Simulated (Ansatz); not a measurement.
# MgB2H8: 25Mg NMR of the central transition

Cell: a Materials Project structure (computed, not necessarily an observed phase), atoms as given.

```cif
data_MgB2H8
_symmetry_space_group_name_H-M 'P4_2nm'
_symmetry_Int_Tables_number 102
_cell_length_a 5.6491
_cell_length_b 5.6491
_cell_length_c 6.0408
_cell_angle_alpha 90.000
_cell_angle_beta 90.000
_cell_angle_gamma 90.000
loop_
_atom_site_label
_atom_site_type_symbol
_atom_site_symmetry_multiplicity
_atom_site_Wyckoff_symbol
_atom_site_fract_x
_atom_site_fract_y
_atom_site_fract_z
Mg Mg 2 a 0.5000 0.5000 0.4997
B B 4 c 0.2394 0.7606 0.7441
H7 H 8 d 0.0403 0.6996 0.8030
H15 H 4 c 0.3796 0.6204 0.8235
H19 H 4 c 0.2335 0.7665 0.5439
```

One atom of each set is listed.

Computed with Ansatz: DFT, r2SCAN, plane waves and PAW, scalar-relativistic, 500 eV cutoff, Γ-centred 5×5×5 k-points, Fermi–Dirac smearing 0.02 eV.

25Mg has I = 5/2 and Q = 199.4 mb (Pyykkö 2018); at 18.8 T its Larmor frequency is ν₀ = 49.0 MHz. Only the quadrupole interaction is simulated: positions count from each site's isotropic chemical shift, and J coupling is left out, as are shift anisotropy and dipolar coupling, which fast spinning averages.

(1) Give C_Q, η, the quadrupolar product P_Q = |C_Q|(1 + η²/3)^½, the second-order isotropic shift and the breadth of the pattern (fast magic-angle spinning) for each Mg site.

Answers

(1) 

| site | first shell | C_Q (MHz) | η | P_Q (MHz) | δ_QIS (ppm) | breadth (kHz) |
| --- | --- | --- | --- | --- | --- | --- |
| Mg | 8 H at 2.08–2.18 Å | 3.13 | 0.18 | 3.14 | -24.6 | 2.72 |

δ_QIS = −(ν_Q²/30ν₀²)[I(I+1) − 3/4](1 + η²/3) × 10⁶ ppm with ν_Q = 3|C_Q|/[2I(2I−1)]; it falls as 1/B₀² in ppm, and the breadth as 1/B₀ in kHz.

The run took 43 s of wall time (43 s of CPU time) and 0.75 GiB at its peak, on 1 thread of Arm Neoverse V2 (aarch64; 8 cores open to the job, memory cap 2.5 GiB, no GPU), a shared host with a load of 0.4 a core.
